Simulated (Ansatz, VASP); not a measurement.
BN in VASP and in Ansatz

```
B N
1.0
     0.00000    1.96955    1.53625
     1.96955    0.00000    1.53625
     1.96955    1.96955    0.00000
B N
1 1
Direct
  0.00000 0.00000 0.00000
  0.75000 0.75000 0.75000
```

Alike in both runs: task single point; functional PBE; k mesh 12 × 12 × 12; occupations gaussian, width 0.05 eV; no spin polarisation.

|  | VASP | Ansatz |
| --- | --- | --- |
| version | VASP 6.6.1 | Ansatz 0.2.0 |
| potentials or method | VASP PAW PBE potentials, release 64 (B, N) | scalar-relativistic, plane waves, PAW |
| plane-wave cutoff (eV) | 520 | 420 |
| valence electrons in the cell | 8 | 8 |

VASP gave:

```
gap on the k mesh at the Fermi level (eV)       : 1.29
least direct gap on the mesh (eV)               : 7.04
pressure (GPa)                                  : -2.2
largest component of the traceless stress (GPa) : 70.43
```

Q: Which values does Ansatz return?

A: gap on the k mesh at the Fermi level (eV): 1.31; least direct gap on the mesh (eV): 7.05; pressure (GPa): -2.4; largest component of the traceless stress (GPa): 70.42.

The functional is the same, so the differences come from potentials, cutoffs and numerics.

A k mesh can miss the band edges. As with any semilocal functional, this PBE gap is likely too small.
